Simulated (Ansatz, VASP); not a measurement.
## CdTe: VASP beside Ansatz

```
Cd Te
1.0
     4.53255    0.00000    0.00000
     2.26628    3.92531    0.00000
     2.26628    1.30844    3.70081
Cd Te
1 1
Direct
  0.00000 0.00000 0.00000
  0.25000 0.25000 0.25000
```

Alike in both runs: task single point; functional PBEsol; k mesh 6 × 6 × 6; no spin polarisation.

|  | VASP | Ansatz |
| --- | --- | --- |
| version | VASP 6.6.1 | Ansatz 0.2.0 |
| potentials or method | VASP PAW PBE potentials, release 64 (Cd, Te) | plane waves, PAW |
| plane-wave cutoff (eV) | 520 | 420 |
| occupations | gaussian, width 0.01 eV | fixed |
| valence electrons in the cell | 18 | 36 |

Ansatz gave:

```
gap on the k mesh at the Fermi level (eV) : 0.76
pressure (GPa)                            : 1.7
```

Question: Estimate VASP's values.

Answer: gap on the k mesh at the Fermi level (eV): 0.76; pressure (GPa): 1.9.

The two sets of potentials don't hold the same shells in valence.

Caveats: the PAW data sets were made with another functional, which shifts forces and pressure a little (VASP); spin-orbit coupling is left out, which moves the levels of the heavy elements. A hybrid or GW would open this gap; PBEsol tends to underestimate it.
